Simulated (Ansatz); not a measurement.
# AlN: N vacancy

These are results of DFT PBE, scalar-relativistic, plane waves, PAW in Ansatz, not measurements. Run with 420 eV cutoff, 2×2×2 k-mesh, shifted by half a step, Gaussian smearing of 0.01 eV, collinear spin in charge 0, +2 alone.

Host crystal, relaxed:

```xyz
2
Lattice="0.0000 2.2016 2.2016 2.2016 0.0000 2.2016 2.2016 2.2016 0.0000" Properties=species:S:1:pos:R:3 pbc="T T T"
Al    0.0000    0.0000    0.0000
N     3.3024    3.3024    3.3024
```

Supercell of 32 atoms, rows in host cell vectors: 1 -3 1; -3 1 1; 1 1 -3. Atoms relax at the host's cell from a start displaced at random by 0.05 Å near the defect, so other minima may exist. The cell is small, so energies carry finite-size errors of tenths of an eV. The host's Kohn–Sham gap is 3.31 eV.

Defect: N vacancy at (0.750, 0.750, 0.750) of the host cell, charge 0.

Question: Give the relaxed supercell.

Answer:
```
Al N
1.0
    -4.40317    4.40317   -4.40317
     4.40317   -4.40317   -4.40317
    -4.40317   -4.40317    4.40317
Al N
16 15
Direct
  0.49722 0.24863 0.24732
  0.25202 0.25094 0.50065
  0.99916 0.24876 0.74926
  0.75161 0.99996 0.25301
  0.75055 0.25094 0.00211
  0.50292 0.99997 0.50171
  0.24978 0.99996 0.75108
  0.00104 0.74898 0.24967
  0.00099 0.99996 0.99987
  0.75036 0.75117 0.50046
  0.49957 0.74898 0.75113
  0.24959 0.50143 0.25067
  0.24855 0.75129 0.99864
  0.99910 0.49850 0.49822
  0.74813 0.49850 0.74920
  0.50057 0.50143 0.99969
  0.25136 0.99996 0.49937
  0.00007 0.99996 0.75017
  0.75053 0.74930 0.25024
  0.74927 0.99996 0.00146
  0.50014 0.74930 0.50063
  0.24961 0.74957 0.74903
  0.00007 0.49996 0.25016
  0.99894 0.74957 0.99971
  0.74878 0.49787 0.49887
  0.50007 0.49996 0.75017
  0.24933 0.25035 0.25010
  0.25087 0.50205 0.00097
  0.00119 0.25063 0.50091
  0.75081 0.25062 0.75129
  0.50000 0.25035 0.99943
```
Around the defect: 4 Al at 1.91 Å. The run ended with a moment of 0.50 μB, which may not be the ground spin state.

This zinc-blende form isn't the usual stable structure of the compound.